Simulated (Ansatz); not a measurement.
# BaTiO3 (P1) in Ansatz: settings compared, part 2 of 2

Ansatz 0.2.0. Earlier steps stand in the parts before.

### 3 Relaxation of cell and atoms, r2SCAN+D3(BJ)

input.yaml reads:

```yaml
crystal:
  lattice:
    - [3.9998, 0.0, 0.0]
    - [0.0, 3.9998, 0.0]
    - [0.0, 0.0, 8.036]
  atoms:
    - { symbol: Ba, position: [0.99933387, 0.00148967, 0.00205798] }
    - { symbol: Ba, position: [0.00066613, 0.99851033, 0.49794202] }
    - { symbol: Ti, position: [0.48935347, 0.49786156, 0.23992239] }
    - { symbol: Ti, position: [0.51064653, 0.50213844, 0.74207761] }
    - { symbol: O, position: [0.50279005, 0.50209599, 0.01077264] }
    - { symbol: O, position: [0.49720995, 0.49790401, 0.50522736] }
    - { symbol: O, position: [0.50567457, 0.00167772, 0.25809841] }
    - { symbol: O, position: [0.49432543, 0.99832228, 0.75690159] }
    - { symbol: O, position: [0.00776503, 0.499712, 0.26264036] }
    - { symbol: O, position: [0.99223497, 0.500288, 0.75235964] }
hamiltonian:
  xc: r2scan
  pseudopotentials: { kind: paw }
  dispersion: d3bj
kpoints:
  mp_grid: { grid: [7, 7, 4] }
scf:
  occupations: { method: fermi_dirac, width: 0.05 }
output:
  forces: true
  stress: true
  eigenvalues: true
  write_density: true
  write_potential: true
  elf: true
  volumetric_format: npy
relax:
  f_tol: 0.01
  max_steps: 40
  cell: { stress_tol: 0.05 }
```

Potentials or basis: Ansatz PAW.

Started as:

```console
> ansatz run input.yaml --threads 4 --pin off --max-ram 11264MiB --backend cpu --events-out ev --progress --plain --runs-dir out
```

Output:

```text
Warning: the engine holds no damping parameters fitted to this dispersion correction and functional, so the run takes those fitted to r2scan beside the three-body term, which d3bj leaves out (hamiltonian.dispersion, under Limitations)
Warning: RAYON_NUM_THREADS=4 ignored (pool sized by the plan → 4); use --threads N
Engine: ansatz 0.2.0, aarch64-unknown-linux-gnu
Pseudopotentials: kind: paw
Pseudopotential: Ba, paw, valence charge 10, recommended cutoff 500 eV (meta_gga), Ba.paw.azcp
Pseudopotential: Ti, paw, valence charge 12, recommended cutoff 500 eV (meta_gga), Ti.paw.azcp
Pseudopotential: O, paw, valence charge 6, recommended cutoff 500 eV (meta_gga), O.paw.azcp
Functional definition: r2SCAN
  parameter k0 = 0.174
  parameter k1 = 0.065
  parameter a1 = 4.9479
  exchange = r2scan_x(k0 = k0, k1 = k1, a1 = a1)
  correlation = r2scan_c
Crystal: 10 atoms, lattice volume = 128.563 Å³
Basis set: ecut = 500 eV, 3285 PW (Γ), exchange–correlation on 120×120×240 points (64 copies of the dense FFT grid, shifted against one another)
Bands: 50, of which v1, the nominal top of the filled ones, is band 40 counted from 1 (39 counted from 0)
Symmetry: 1 space group operations
Space group: P1 (ITA 1), of the structure as read, at distance tolerance 5.0e-5 Å
k-points: 99 of 196 (time reversal used)
Non-local potential: Ba, projectors of the file, l = 0: 3, l = 1: 2, l = 2: 2, l = 3: 2
Non-local potential: Ti, projectors of the file, l = 0: 3, l = 1: 2, l = 2: 3, l = 3: 1
Non-local potential: O, projectors of the file, l = 0: 2, l = 1: 2, l = 2: 1
PAW form: soft (Blöchl's): semilocal exchange-correlation on the pseudo side does not see the compensation charge
PAW frozen core: Ba, regenerated for the run's functional (the file was generated under x = pbe(κ = 0.804, μ = 0.2195149727645171), c = pbe(β = 0.06672455060314922))
PAW frozen core: Ti, regenerated for the run's functional (the file was generated under x = pbe(κ = 0.804, μ = 0.2195149727645171), c = pbe(β = 0.06672455060314922))
PAW frozen core: O, regenerated for the run's functional (the file was generated under x = pbe(κ = 0.804, μ = 0.2195149727645171), c = pbe(β = 0.06672455060314922))
PAW one-centre angular grid: Ba, 302 points (default); XC on 160 Gauss nodes
PAW one-centre angular grid: Ti, 590 points (default); XC on 160 Gauss nodes
PAW one-centre angular grid: O, 302 points (default); XC on 160 Gauss nodes
Initial density: superposition of atomic densities (neutral atoms: chi_scale 0, normalization atom), corrected by the library's trained network
Initial wavefunctions: pseudopotential atomic-orbital guess
Functional: x = r2scan, c = r2scan; τ floored in thin density (d = 2e-4 eV/Å³)
SCF iter   1: F=—  HF=-20368.648480 eV  |F-HF|=—  |Δ(HF+E_count)|=         —  Δρ=2.13e-2  dr2=7.37e-1  dr2_τ=4.84e-1  ethr=1.77e-3  ⟨swp⟩=7.2  Hψ=21319  notcnv=0  defer=2
preconditioner: auto → Resta (q_TF=auto, 2.521 Å⁻¹)  ε∞=5.1  [insulator: Δε(μ)=2.895 eV  Ē_g=12.998 eV  σ=0.050 eV  W_gap=1.00  n_scr=38 (ndim 8)  ℏωp=26.2 eV  f_vac=0.000  D(μ)=0.00/eV (n_scr^D=0)  ε∞_Penn≈5.1]
SCF iter   2: F=—  HF=-20368.858402 eV  |F-HF|=—  |Δ(HF+E_count)|=   2.10e-1  Δρ=1.11e-2  dr2=9.78e-2  dr2_τ=4.03e-2  ethr=9.22e-4  ⟨swp⟩=3.9  Hψ=10788  notcnv=0  defer=250
SCF iter   3: F=—  HF=-20368.845404 eV  |F-HF|=—  |Δ(HF+E_count)|=   1.30e-2  Δρ=3.62e-3  dr2=1.14e-2  dr2_τ=8.61e-4  ethr=1.22e-4  ⟨swp⟩=2.0  Hψ=7224  notcnv=0  defer=250
SCF iter   4: F=—  HF=-20368.844043 eV  |F-HF|=—  |Δ(HF+E_count)|=   1.36e-3  Δρ=1.67e-3  dr2=2.93e-3  dr2_τ=4.04e-4  ethr=1.43e-5  ⟨swp⟩=2.0  Hψ=8512  notcnv=0  defer=250
SCF iter   5: F=—  HF=-20368.843657 eV  |F-HF|=—  |Δ(HF+E_count)|=   3.85e-4  Δρ=5.76e-4  dr2=3.88e-4  dr2_τ=4.52e-5  ethr=3.67e-6  ⟨swp⟩=2.0  Hψ=7111  notcnv=0  defer=250
SCF iter   6: F=—  HF=-20368.843613 eV  |F-HF|=—  |Δ(HF+E_count)|=   4.43e-5  Δρ=1.50e-4  dr2=1.78e-5  dr2_τ=3.60e-6  ethr=4.85e-7  ⟨swp⟩=2.1  Hψ=6594  notcnv=0  defer=250
SCF iter   7: F=—  HF=-20368.843621 eV  |F-HF|=—  |Δ(HF+E_count)|=   7.83e-6  Δρ=6.92e-5  dr2=5.96e-6  dr2_τ=5.85e-7  ethr=2.22e-8  ⟨swp⟩=2.0  Hψ=8118  notcnv=0  defer=250
[... 112 lines left out ...]
  E_vpaw       = -642.878404  (= ΣTr[D̂ρ^β])
  E_aug_tail   = 0.006282  (compensation charges beyond the density's cutoff)
  E_vtau       = 73.617748  (kinetic-family band-sum trace: ∫τ·v_τ [+ j·A + Jᵃ·Aᵃ] dr)
  E_ewald      = -5621.854998
  E_disp       = -1.269378  (pairwise vdW)
  E_core_change = -0.557728  (= ΣΔE_core)
  E_smearing   = -0.000000  (= −TS)
  E_closure    = 0.000000  (closes the sum)
  Σ components = -20368.923457   (vs F -20368.923457, Δ=0.00e0)
--- Forces (eV/Å), atoms counted from 1 ---
  atom   1  Ba    -0.00022386    -0.00015903     0.00147701
  atom   2  Ba     0.00014656     0.00024646     0.00211048
  atom   3  Ti    -0.00060293     0.00074920    -0.00065567
  atom   4  Ti     0.00061297    -0.00060195     0.00097682
  atom   5  O      0.00120199     0.00001127    -0.00243421
  atom   6  O     -0.00143410    -0.00007911    -0.00197444
  atom   7  O     -0.00111907     0.00013038    -0.00000898
  atom   8  O      0.00106121    -0.00034091    -0.00024247
  atom   9  O      0.00049675    -0.00088978     0.00067625
  atom  10  O     -0.00013944     0.00093341     0.00034882
  max |Σ_I F_I| component: 2.74e-4 eV/Å
--- Stress (GPa, compression-positive) ---
       -0.038399      -0.016145       0.000864
       -0.016145      -0.017105      -0.000205
        0.000864      -0.000205       0.042186
  P = ⅓ Tr σ = -0.0044 GPa (-0.044 kbar)
--- Band table (eV; the first three rows and the last of 99) ---
  k-point 0: bands = ["-48.5985", "-48.5977", "-23.8711", "-23.8201", "-23.7678", "-23.7665", "-23.7659", "-23.7647", "-15.3576", "-15.2340", "-8.0515", "-7.8300", "-7.2359", "-7.1829", "-7.1555", "-6.9648", "-0.1523", "-0.1239", "-0.1228", "0.0336", "0.0382", "0.2841", "5.9603", "7.2425", "7.2483", "7.6609", "7.7022", "7.7029", "8.0339", "8.0425", "8.0685", "8.0905", "8.6242", "8.6719", "8.8071", "9.1618", "9.2600", "9.5634", "9.6037", "9.6078", "12.5746", "12.6169", "12.7327", "12.7878", "14.1265", "14.1354", "14.6888", "14.7028", "14.7302", "15.5769"]
  k-point 1: bands = ["-48.5984", "-48.5978", "-23.8637", "-23.8276", "-23.7675", "-23.7663", "-23.7662", "-23.7650", "-15.3399", "-15.2525", "-8.0033", "-7.8375", "-7.2262", "-7.1789", "-7.1596", "-7.0255", "-0.1018", "-0.1007", "-0.0902", "0.0096", "0.0158", "0.2210", "6.1949", "7.3168", "7.3327", "7.4100", "7.6560", "7.6574", "8.0720", "8.1091", "8.1138", "8.2498", "8.5065", "8.5598", "8.7011", "9.2142", "9.3040", "9.3053", "9.5001", "9.5537", "12.5921", "12.6616", "12.9527", "12.9558", "13.9334", "13.9387", "14.6932", "14.7018", "15.1072", "15.8498"]
  k-point 2: bands = ["-48.5982", "-48.5981", "-23.8458", "-23.8456", "-23.7669", "-23.7668", "-23.7657", "-23.7656", "-15.2968", "-15.2966", "-7.9010", "-7.9009", "-7.1693", "-7.1692", "-7.1507", "-7.1502", "-0.0486", "-0.0484", "-0.0467", "-0.0465", "0.0704", "0.0704", "6.7803", "6.7809", "7.5156", "7.5156", "7.5167", "7.5167", "8.1668", "8.1671", "8.2449", "8.2453", "8.5016", "8.5017", "8.7350", "8.7352", "9.3535", "9.3536", "9.4248", "9.4249", "12.6334", "12.6336", "13.4512", "13.4515", "13.4601", "13.4603", "14.6986", "14.6987", "15.8521", "15.8524"]
  k-point 98: bands = ["-48.5973", "-48.5967", "-23.8599", "-23.8252", "-23.8239", "-23.8216", "-23.7755", "-23.7742", "-15.2007", "-15.1481", "-7.8941", "-7.5282", "-7.1610", "-7.1484", "-7.0392", "-6.9501", "-0.2916", "-0.2666", "-0.1219", "0.0131", "0.0838", "0.1809", "5.8559", "5.9917", "6.2881", "6.4520", "6.9664", "7.2067", "7.2428", "7.3235", "7.4982", "7.6385", "7.9703", "8.3278", "8.8209", "8.9734", "9.0324", "9.0747", "9.2128", "9.7071", "13.1783", "13.9948", "14.0738", "14.0946", "14.1726", "14.4143", "15.3526", "16.0685", "16.8276", "17.8397"]
--- Relaxed structure (6 steps of the walk, 4 accepted, 1 SCFs on fresh bases) ---
  F+E_penalty+E_count = -20368.92345710 eV   max|allowed force component| = 2.462e-3 eV/Å   (the final SCF, on the basis selected at the relaxed cell)
  cell:  # Å, volume = 128.3266 Å³
    - [3.9843751937791265, 0.0029209644308007166, -1.870765932602553e-5]
    - [0.0029209644308007166, 3.9827570488715067, 5.563150718626935e-6]
    - [-3.758556686432851e-5, 1.117692864015352e-5, 8.086730617473926]
  atoms:
    - { symbol: Ba, position: [0.9980861361903276, -0.001867960166522694, -0.0016061102104871878] }
    - { symbol: Ba, position: [0.0019227938063127678, 1.0018597125982254, 0.49838346927887306] }
    - { symbol: Ti, position: [0.4870531808945308, 0.48729557783117966, 0.24063868404423389] }
    - { symbol: Ti, position: [0.5129681920864384, 0.5126894822386847, 0.7406262628928675] }
    - { symbol: O, position: [0.49968156262044766, 0.49973056361412393, 0.012141877807742858] }
    - { symbol: O, position: [0.5003211266367166, 0.5002781855899899, 0.5121305018444701] }
    - { symbol: O, position: [0.5057455394593766, 0.009743902559805659, 0.25644779582771016] }
    - { symbol: O, position: [0.4942436392679821, 0.9902680553721395, 0.7564428592342543] }
    - { symbol: O, position: [0.01001382993323415, 0.5055592395747357, 0.25639840379549267] }
    - { symbol: O, position: [0.9899639991046333, 0.4944432407876376, 0.7563962554848428] }
```

It took 6.2 min on 4 threads of Arm Neoverse V1, shared host; peak memory 1.1 GiB.

Results:

| Item | Value |
| --- | --- |
| Free energy | -20368.9235 eV |
| Relaxed volume | 12.83 Å³/atom |
| Relaxed cell | a = 3.984 Å, b = 3.983 Å, c = 8.087 Å, α = 90.00°, β = 90.00°, γ = 89.92° |
| Space group after relaxing (to 0.05 Å) | Cmc2_1 (No. 36) |
| Energy gained by relaxing | 8.0 meV/atom |
| Ionic steps | 5 |
| Pressure after relaxing | 0.0 GPa |
| Band gap on the k mesh | 2.65 eV |

Forces on the atoms (eV/Å):
```
Ba   0.000  0.000  0.001
Ba   0.000  0.000  0.002
Ti  -0.001  0.001 -0.001
Ti   0.001 -0.001  0.001
O    0.001  0.000 -0.002
O   -0.001  0.000 -0.002
O   -0.001  0.000  0.000
O    0.001  0.000  0.000
O    0.000 -0.001  0.001
O    0.000  0.001  0.000
```

Step by step:
| step | energy change (eV) | largest force (eV/Å) | volume (Å³) |
| --- | --- | --- | --- |
| 1 | 0.0000 | 1.0223 | 128.56 |
| 2 | -0.0749 | 0.1255 | 127.38 |
| 3 | -0.0786 | 0.0666 | 128.59 |
| 4 | -0.0799 | 0.0029 | 128.33 |
| 5 | -0.0798 | 0.0027 | 128.33 |

Final structure:
```
CELL_PARAMETERS angstrom
3.98438 0.00292 -0.00002
0.00292 3.98276 0.00001
-0.00004 0.00001 8.08673
ATOMIC_POSITIONS crystal
Ba 0.99809 0.99813 0.99839
Ba 0.00192 0.00186 0.49838
Ti 0.48705 0.48730 0.24064
Ti 0.51297 0.51269 0.74063
O 0.49968 0.49973 0.01214
O 0.50032 0.50028 0.51213
O 0.50575 0.00974 0.25645
O 0.49424 0.99027 0.75644
O 0.01001 0.50556 0.25640
O 0.98996 0.49444 0.75640
```

Levels at points of the mesh, in eV from the valence-band top:
```csv
k point,band 36,band 37,band 38,band 39,band 40,band 41,band 42,band 43,band 44,band 45
"(0.00, 0.00, 0.00)",-0.76,-0.66,-0.36,-0.32,-0.31,2.65,2.69,2.81,2.87,4.20
"(0.00, 0.00, -0.50)",-1.19,-0.57,-0.57,-0.50,-0.50,2.71,2.71,3.53,3.53,3.54
```

Caveat: odd divisions of the mesh miss points on the zone boundary, where band edges often lie, so the gap on the mesh can be too wide; the plane-wave basis is chosen anew once the cell has moved, so the energies of steps on either side of that aren't comparable; spin-orbit coupling is left out, which moves the levels of the heavy elements; the PAW data sets come from PBE, with cores solved anew for the run's functional, which leaves a small shift of forces and pressure; the dispersion damping was fitted for another functional or another form of the correction. r2SCAN opens gaps a little over a GGA but as a rule still falls short of measured ones.
